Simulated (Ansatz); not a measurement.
Here is an Ansatz 0.2.0 calculation.

The input input.yaml:

```yaml
crystal:
  lattice:
    - [5.191, 0.0, 0.0]
    - [-2.5955, 4.495537871, 0.0]
    - [0.0, 0.0, 2.908]
  atoms:
    - { symbol: Ta, position: [0.6666666667, 0.3333333333, 0.5] }
    - { symbol: Ta, position: [0.3333333333, 0.6666666667, 0.5] }
    - { symbol: Ta, position: [0.0, 0.0, 0.0] }
    - { symbol: "N", position: [0.0, 0.5, 0.0] }
    - { symbol: "N", position: [0.5, 0.5, 0.0] }
    - { symbol: "N", position: [0.5, 0.0, 0.0] }
hamiltonian:
  xc: pbe
  pseudopotentials: { kind: nc, accuracy: stringent }
kpoints:
  mp_grid: { grid: [6, 6, 9] }
scf:
  occupations: { method: fermi_dirac, width: 0.05 }
output:
  forces: true
  stress: true
  eigenvalues: true
```

Potentials or basis: PseudoDojo stringent (PBE files).

Command:

```bash
$ ansatz run input.yaml --threads 2 --pin off --max-ram 5632MiB --backend cpu --events-out ev --progress --plain --runs-dir out
```

Predict the pressure.

9.1 GPa.

Estimate the band gap on the k mesh.

none (metal or under the smearing width).

Stress tensor (GPa, compression positive):
```
 8.34  0.00  0.00
 0.00  8.34  0.00
 0.00  0.00 10.49
```

The run has no spin-orbit coupling, so splittings on Ta are missing.
